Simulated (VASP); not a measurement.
Crystal: Al2O3.

```
Al O
1.0
     2.88432    0.00000    0.00000
    -1.44216    2.49790    0.00000
     0.00000    0.00000    9.33675
Al O
2 3
Direct
  0.00000 0.00000 0.85001
  0.00000 0.00000 0.14999
  0.33333 0.66667 0.77768
  0.66667 0.33333 0.00000
  0.33333 0.66667 0.22232
```

Measurements of this composition are mostly on another form, of space group No. 167.

Program: VASP 6.6.1. Alike in all runs: level LDA; potentials or basis VASP PAW LDA potentials, release 64 (Al, O); no spin polarisation; cell as given; k mesh 11 × 11 × 3; cutoff (eV) 520; smearing gaussian 0.02 eV. Hardware: 1 thread of Intel(R) Xeon(R) 6975P-C (Granite Rapids), on a shared host.

Q: Order these runs on this cell by their wall time, lowest first.
A. task dielectric tensor
B. task optical spectrum
C. task atomic charges

A: C (16 s), B (35 s), A (160 s).

Caveats: spectra need much finer meshes, so this one isn't converged (some runs); independent-particle spectra lack excitons (some runs).
